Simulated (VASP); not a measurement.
# GaN: how numerical settings change the zone-centre modes

How far do the zone-centre frequencies of GaN depend on the numerical settings? The starting structure is a measured crystal structure from the Crystallography Open Database.

Method: Kohn-Sham DFT with plane waves and PAW; LDA, in VASP 6.6.1.

## (1) The structure

It takes space group P6_3mc (No. 186, hexagonal). The conventional cell has a = 3.197 Å, b = 3.197 Å, c = 5.207 Å, α = 90.00°, β = 90.00°, γ = 120.00°. Ga has 4 N at 1.95 to 1.97 Å nearest. N has 4 Ga at 1.95 to 1.97 Å nearest. Farther neighbours and most contacts between anions are not listed.

## (2) Reference modes

The cell comes from a relaxation at this level, not shown (44.45 Å³).

Contents of INCAR:

```
SYSTEM = GaN
PREC = Accurate
ENCUT = 520
EDIFF = 1E-08
NELM = 100
ISMEAR = 0
SIGMA = 0.03
LREAL = .FALSE.
ALGO = Normal
GGA = CA
NBANDS = 24
LORBIT = 11
LWAVE = .FALSE.
LCHARG = .FALSE.
KPAR = 8
IBRION = 8
LEPSILON = .TRUE.
LPEAD = .TRUE.
ISIF = 2
```

Contents of POSCAR:

```
GaN
1.0
    3.1576066445      0.0000000000      0.0000000000
   -1.5788033222      2.7345675693      0.0000000000
    0.0000000000      0.0000000000      5.1476666732
Ga N
2 2
Direct
    0.3333333333      0.6666666667      0.0917883034
    0.6666666667      0.3333333333      0.5917883034
    0.3333333333      0.6666666667      0.4682116966
    0.6666666667      0.3333333333      0.9682116966
```

Contents of KPOINTS:

```
Automatic mesh
0
Gamma
12 12 6
0 0 0
```

The projector-augmented-wave data sets are Ga_d and N (LDA family, release 64).

Command:

```
> mpirun -np 8 vasp_std
```

Log:

```text
[banner, memory and clock lines left out]
running    8 mpi-ranks, on    1 nodes
 distrk:  each k-point on    1 cores,    8 groups
 distr:  one band on    1 cores,    1 groups

 POSCAR found type information on POSCAR GaN
 POSCAR found :  2 types and       4 ions
|                                                                             |
|           W    W    AA    RRRRR   N    N  II  N    N   GGGG   !!!           |
|           W    W   A  A   R    R  NN   N  II  NN   N  G    G  !!!           |
|           W    W  A    A  R    R  N N  N  II  N N  N  G       !!!           |
|           W WW W  AAAAAA  RRRRR   N  N N  II  N  N N  G  GGG   !            |
|           WW  WW  A    A  R   R   N   NN  II  N   NN  G    G                |
|           W    W  A    A  R    R  N    N  II  N    N   GGGG   !!!           |
|                                                                             |
|     For optimal performance we recommend to set                             |
|       NCORE = 2 up to number-of-cores-per-socket                            |
|     NCORE specifies how many cores store one orbital (NPAR=cpu/NCORE).      |
|     This setting can greatly improve the performance of VASP for DFT.       |
|     The default, NCORE=1 might be grossly inefficient on modern             |
|     multi-core architectures or massively parallel machines. Do your        |
|     Unfortunately you need to use the default for GW and RPA                |
|     calculations (for HF NCORE is supported but not extensively tested      |
|     yet).                                                                   |
|                                                                             |

 LDA part: xc-table for (Slater(with rela. corr.)+CA(PZ))
 , standard interpolation
 POSCAR, INCAR and KPOINTS ok, starting setup
 FFT: planning ... GRIDC
 FFT: planning ... GRID_SOFT
 FFT: planning ... GRID
 WAVECAR not read
 entering main loop
       N       E                     dE             d eps       ncg     rms          rms(c)
DAV:   1     0.272704147550E+03    0.27270E+03   -0.18145E+04  3880   0.281E+03
DAV:   2     0.714011793112E+00   -0.27199E+03   -0.26017E+03  4064   0.521E+02
DAV:   3    -0.311501826374E+02   -0.31864E+02   -0.31612E+02  4416   0.143E+02
DAV:   4    -0.320408945640E+02   -0.89071E+00   -0.88898E+00  4320   0.267E+01
DAV:   5    -0.320588529790E+02   -0.17958E-01   -0.17950E-01  4480   0.341E+00    0.108E+01
DAV:   6    -0.279338568088E+02    0.41250E+01   -0.12821E+01  6248   0.549E+01    0.314E+00
DAV:   7    -0.279714356608E+02   -0.37579E-01   -0.13860E+00  3952   0.899E+00    0.259E+00
DAV:   8    -0.279336830022E+02    0.37753E-01   -0.28322E-01  6200   0.622E+00    0.113E+00
DAV:   9    -0.279102895499E+02    0.23393E-01   -0.86252E-02  6128   0.468E+00    0.326E-01
DAV:  10    -0.279110929103E+02   -0.80336E-03   -0.55482E-03  4072   0.604E-01    0.133E-01
DAV:  11    -0.279108248200E+02    0.26809E-03   -0.14299E-03  5840   0.689E-01    0.439E-02
DAV:  12    -0.279108401516E+02   -0.15332E-04   -0.15161E-04  3896   0.811E-02    0.550E-02
DAV:  13    -0.279108526898E+02   -0.12538E-04   -0.86717E-06  6112   0.220E-02    0.724E-02
DAV:  14    -0.279108449891E+02    0.77006E-05   -0.23388E-06  5856   0.303E-02    0.625E-02
DAV:  15    -0.279108391375E+02    0.58516E-05   -0.21463E-06  5688   0.121E-02    0.535E-02
DAV:  16    -0.279108332931E+02    0.58444E-05   -0.29400E-06  6104   0.160E-02    0.409E-02
DAV:  17    -0.279108264575E+02    0.68355E-05   -0.77688E-06  6240   0.310E-02    0.221E-02
DAV:  18    -0.279108244617E+02    0.19959E-05   -0.51273E-06  5920   0.205E-02    0.703E-03
DAV:  19    -0.279108242633E+02    0.19839E-06   -0.60164E-07  5664   0.624E-03    0.355E-03
DAV:  20    -0.279108241942E+02    0.69113E-07   -0.26015E-07  6112   0.496E-03    0.714E-04
DAV:  21    -0.279108241999E+02   -0.57826E-08   -0.49577E-08  4712   0.185E-03
   1 F= -.27910824E+02 E0= -.27910824E+02  d E =-.279100E-17
 Linear response reoptimize wavefunctions to high precision
DAV:   1    -0.279108242032E+02   -0.32469E-08   -0.40467E-09  2976   0.483E-04
DAV:   2    -0.279108242032E+02    0.90949E-11   -0.10674E-10  1928   0.834E-05
 Linear response to external field (no local field effect), progress :
  Direction:   1
       N       E                     dE             d eps       ncg     rms          rms(c)
RMM:   1    -0.868583138620E-01   -0.86858E-01    0.27597E+00  3069   0.908E+00
RMM:   2    -0.473173774842E+00   -0.38632E+00   -0.22913E-01  4347   0.226E+00
RMM:   3    -0.490667056426E+00   -0.17493E-01   -0.43723E-02  4785   0.656E-01
RMM:   4    -0.491432296098E+00   -0.76524E-03   -0.27243E-03  4847   0.177E-01
RMM:   5    -0.491514629146E+00   -0.82333E-04   -0.23294E-04  4869   0.474E-02
RMM:   6    -0.491519984240E+00   -0.53551E-05   -0.21830E-05  4904   0.148E-02
RMM:   7    -0.491520758972E+00   -0.77473E-06   -0.17264E-06  4902   0.438E-03
RMM:   8    -0.491520794144E+00   -0.35171E-07   -0.73601E-08  4542   0.138E-03
RMM:   9    -0.491520799097E+00   -0.49530E-08    0.21202E-08  3682   0.475E-04
 change of polarisation eV/A/(eV/A) component  1 :     0.983    -0.401    -0.127
 dielectric tensor                  component  1 :     5.002    -1.631    -0.516
 Linear response to external field (no local field effect), progress :
  Direction:   2
[...]
RMM:  11    -0.161563373984E+00   -0.40509E-08   -0.11787E-06 45623   0.379E-04    0.291E-06
RMM:  12    -0.161563232555E+00    0.14143E-06   -0.42237E-07 45160   0.218E-04    0.233E-06
RMM:  13    -0.161563440025E+00   -0.20747E-06   -0.57877E-07 44685   0.132E-04    0.113E-06
RMM:  14    -0.161563250287E+00    0.18974E-06   -0.25322E-07 43618   0.821E-05    0.821E-07
RMM:  15    -0.161563105119E+00    0.14517E-06   -0.19299E-07 36168   0.527E-05    0.835E-07
RMM:  16    -0.161563177790E+00   -0.72671E-07   -0.91660E-08 27435   0.350E-05    0.104E-06
RMM:  17    -0.161563188091E+00   -0.10301E-07   -0.72709E-08 25881   0.242E-05    0.928E-07
 first order change of Fermi-energy   0.31875E-06
 force on displaced ion       1 direction 1 : -13.984  -0.000  -0.000
 Born effective charge ion    1 direction 1 :   2.580   0.000   0.000
 Linear response progress:
  Degree of freedom:   2/  4
       N       E                     dE             d eps       ncg     rms          rms(c)
RMM:   1    -0.179705118901E+00   -0.17971E+00    0.29096E-01  6465   0.839E+00
RMM:   2    -0.174400920702E+00    0.53042E-02   -0.43849E-02  8910   0.164E+00    0.914E-02
RMM:   3    -0.174616495826E+00   -0.21558E-03   -0.29007E-03  9505   0.420E-01    0.434E-02
RMM:   4    -0.174321957963E+00    0.29454E-03   -0.45949E-04  9719   0.133E-01    0.220E-02
RMM:   5    -0.174111731521E+00    0.21023E-03   -0.30625E-05  9698   0.598E-02    0.463E-03
RMM:   6    -0.174114350323E+00   -0.26188E-05    0.27006E-05  9453   0.204E-02    0.267E-03
RMM:   7    -0.174122309122E+00   -0.79588E-05    0.18329E-05  9991   0.748E-03    0.730E-04
RMM:   8    -0.174124888164E+00   -0.25790E-05    0.14348E-05  9418   0.315E-03    0.125E-04
RMM:   9    -0.174125619153E+00   -0.73099E-06    0.98024E-06 10414   0.134E-03    0.580E-05
RMM:  10    -0.174126979523E+00   -0.13604E-05   -0.44471E-06  9730   0.527E-04    0.177E-05
RMM:  11    -0.174126057409E+00    0.92211E-06    0.52836E-06 10098   0.269E-04    0.611E-06
RMM:  12    -0.174126250006E+00   -0.19260E-06    0.29956E-06  9641   0.146E-04    0.241E-06
RMM:  13    -0.174126057346E+00    0.19266E-06    0.41195E-06 10115   0.849E-05    0.123E-06
RMM:  14    -0.174126307523E+00   -0.25018E-06    0.81234E-07 10031   0.514E-05    0.471E-07
RMM:  15    -0.174126225074E+00    0.82449E-07    0.14809E-06  9117   0.330E-05    0.369E-07
RMM:  16    -0.174126364433E+00   -0.13936E-06    0.12714E-06  7751   0.228E-05    0.220E-07
RMM:  17    -0.174126372153E+00   -0.77199E-08    0.98047E-07  5854   0.168E-05    0.335E-07
RMM:  18    -0.174126302767E+00    0.69387E-07    0.82225E-07  5852   0.132E-05    0.708E-07
RMM:  19    -0.174126457397E+00   -0.15463E-06    0.66987E-07  6038   0.110E-05    0.563E-07
RMM:  20    -0.174126286711E+00    0.17069E-06    0.57542E-07  5040   0.926E-06    0.605E-07
RMM:  21    -0.174126401695E+00   -0.11498E-06    0.46063E-07  5037   0.821E-06    0.626E-07
 first order change of Fermi-energy   0.29314E+00
 force on displaced ion       1 direction 3 :   0.000   0.000 -20.932
 Born effective charge ion    1 direction 3 :   0.000   0.000   2.717
 Linear response progress:
  Degree of freedom:   3/  4
       N       E                     dE             d eps       ncg     rms          rms(c)
RMM:   1    -0.237650223696E+00   -0.23765E+00    0.86655E-02 50248   0.342E+00
RMM:   2    -0.227568468598E+00    0.10082E-01   -0.14225E-02 35392   0.105E+00    0.140E-01
RMM:   3    -0.228829309635E+00   -0.12608E-02   -0.18476E-03 40929   0.304E-01    0.704E-02
RMM:   4    -0.230117528922E+00   -0.12882E-02   -0.52693E-04 40059   0.138E-01    0.162E-02
RMM:   5    -0.230103221694E+00    0.14307E-04   -0.19219E-05 40989   0.310E-02    0.805E-03
RMM:   6    -0.230073925265E+00    0.29296E-04   -0.22310E-06 40996   0.109E-02    0.112E-03
RMM:   7    -0.230077989360E+00   -0.40641E-05   -0.18400E-07 42171   0.262E-03    0.738E-04
RMM:   8    -0.230077471472E+00    0.51789E-06   -0.59613E-08 40710   0.844E-04    0.741E-05
RMM:   9    -0.230077364156E+00    0.10732E-06    0.91068E-10 43075   0.262E-04    0.343E-05
RMM:  10    -0.230077062924E+00    0.30123E-06    0.30245E-08 42762   0.830E-05    0.322E-06
RMM:  11    -0.230077215124E+00   -0.15220E-06   -0.97840E-09 43508   0.320E-05    0.122E-06
RMM:  12    -0.230077039074E+00    0.17605E-06   -0.52097E-09 42123   0.146E-05    0.445E-07
RMM:  13    -0.230077224504E+00   -0.18543E-06   -0.21645E-09 35540   0.843E-06    0.222E-07
RMM:  14    -0.230077155538E+00    0.68966E-07   -0.56890E-10 28316   0.626E-06    0.299E-08
 first order change of Fermi-energy  -0.16715E-04
 force on displaced ion       3 direction 1 : -14.182   0.000   0.000
 Born effective charge ion    3 direction 1 :  -2.581   0.000  -0.000
 Linear response progress:
  Degree of freedom:   4/  4
       N       E                     dE             d eps       ncg     rms          rms(c)
RMM:   1    -0.249389791137E+00   -0.24939E+00    0.15186E-01 12394   0.342E+00
RMM:   2    -0.242960796899E+00    0.64290E-02   -0.15696E-02  8048   0.113E+00    0.142E-01
RMM:   3    -0.243611779193E+00   -0.65098E-03   -0.30814E-03  8569   0.412E-01    0.667E-02
RMM:   4    -0.244493968848E+00   -0.88219E-03   -0.58035E-04  9236   0.173E-01    0.185E-02
RMM:   5    -0.244621977693E+00   -0.12801E-03   -0.49709E-05  9124   0.463E-02    0.789E-03
RMM:   6    -0.244673677947E+00   -0.51700E-04    0.12928E-05  9457   0.161E-02    0.185E-03
RMM:   7    -0.244675751297E+00   -0.20733E-05   -0.13654E-06  8696   0.639E-03    0.737E-04
RMM:   8    -0.244671076406E+00    0.46749E-05    0.47772E-07  9292   0.219E-03    0.245E-04
RMM:   9    -0.244671439584E+00   -0.36318E-06   -0.62914E-07  9248   0.765E-04    0.759E-05
RMM:  10    -0.244671246313E+00    0.19327E-06    0.23514E-07  9786   0.238E-04    0.127E-05
RMM:  11    -0.244671264625E+00   -0.18312E-07   -0.84002E-08  9810   0.731E-05    0.357E-06
RMM:  12    -0.244671338995E+00   -0.74370E-07    0.76457E-08  9443   0.316E-05    0.158E-06
RMM:  13    -0.244671318067E+00    0.20927E-07   -0.37460E-08  9267   0.176E-05    0.503E-07
RMM:  14    -0.244671242826E+00    0.75241E-07    0.79617E-09  9068   0.987E-06    0.198E-07
RMM:  15    -0.244671275572E+00   -0.32746E-07   -0.14245E-08  7259   0.690E-06    0.758E-08
 first order change of Fermi-energy   0.18577E+00
 force on displaced ion       3 direction 3 :  -0.000   0.000 -18.736
 Born effective charge ion    3 direction 3 :   0.000   0.000  -2.716
 Born effective charges drift removed
 Linear response finished
```

The job ended after 9.6 min (8 MPI ranks of AMD EPYC 7R43, shared host; peak memory 8.3 GiB; 75 min of CPU time).

The logs omit lines about the potential files and the build; timing stands in the text.

(Part 1 of 3 ends here.)

[Lines on the potential files, build, host, timing and source positions are cut from VASP's logs without a mark.]

[Logs are printed without paths, hosts, clocks, repeated set-up lines and the standing remarks that a program may print on its own settings, such as how far it seeks lower states.]

[Hosts, paths, dates, database ids (printed as entryN), source tags and the programs' standing remarks are cut or masked in the printed files.]
